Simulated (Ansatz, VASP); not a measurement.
This is a calculation of Si2Mo for Ansatz 0.2.0.

Contents of input.yaml:

```yaml
crystal:
  lattice:
    - [-1.6105963353, 1.6105963353, 3.9565305599]
    - [1.6105963353, -1.6105963353, 3.9565305599]
    - [1.6105963353, 1.6105963353, -3.9565305599]
  atoms:
    - { symbol: Mo, position: [0.0, 0.0, 0.0] }
    - { symbol: Si, position: [0.667, 0.667, 0.0] }
    - { symbol: Si, position: [0.333, 0.333, 0.0] }
hamiltonian:
  xc: pbe
  pseudopotentials: { kind: paw }
kpoints:
  mp_grid: { grid: [12, 12, 12] }
scf:
  occupations: { method: fermi_dirac, width: 0.05 }
output:
  forces: true
  stress: true
  eigenvalues: true
```

Potentials or basis: Ansatz PAW.

The run is started by

```sh
$ ansatz run input.yaml --threads 1 --pin off --max-ram 3584MiB --backend cpu --events-out ev --progress --plain --runs-dir out
```

Question: Translate it to VASP 6.6.1. Potentials there: VASP PAW PBE potentials, release 64 (Mo_sv, Si).

Answer: As run (the cutoff follows the program's own potentials):

File INCAR:

```
SYSTEM = Si2Mo
ALGO     = Normal         ! electronic algorithm
EDIFF    = 1E-7           ! SCF threshold, eV
ENCUT    = 520            ! plane-wave cutoff, eV
GGA      = PE             ! functional
ISIF     = 2              ! what is computed and relaxed
ISMEAR   = -1             ! smearing method
LASPH    = .TRUE.         ! aspherical terms in the spheres
LCHARG   = .FALSE.        ! write CHGCAR
LREAL    = .FALSE.        ! projectors in reciprocal space
LWAVE    = .FALSE.        ! write WAVECAR
NBANDS   = 18             ! bands
NELM     = 80             ! most SCF steps
PREC     = Accurate       ! precision mode
SIGMA    = 0.05           ! smearing width, eV
```

The input KPOINTS:

```
k-points
0
G
  12 12 12
  0 0 0
```

POSCAR

```
Si2Mo
1.0
   -1.6105963353      1.6105963353      3.9565305599
    1.6105963353     -1.6105963353      3.9565305599
    1.6105963353      1.6105963353     -3.9565305599
Mo Si
1 2
Direct
    0.0000000000      0.0000000000      0.0000000000
    0.6670000000      0.6670000000      0.0000000000
    0.3330000000      0.3330000000      0.0000000000
```

Potentials or basis: VASP PAW PBE potentials, release 64 (Mo_sv, Si).

Command:

```bash
$ cat potpaw_PBE.64/Mo_sv/POTCAR potpaw_PBE.64/Si/POTCAR > POTCAR
$ mpirun -np 1 vasp_std > vasp.out
```

Both were run:

|  | VASP | Ansatz | Ansatz less VASP |
| --- | --- | --- | --- |
| gap on the k mesh at the Fermi level (eV) | none | none | - |
| pressure (GPa) | -1.7 | -1.9 | -0.15 |
| largest component of the traceless stress (GPa) | 1.13 | 1.12 | -0.005 |
| rms of the force components (eV/Å) | 0.144 | 0.146 | +0.0022 |

Atom by atom the forces differ by 0.002 eV/Å (rms over components). A gap of «none» marks a metal or a gap that the smearing closes. The functional is the same, so the differences come from potentials, cutoffs and numerics.
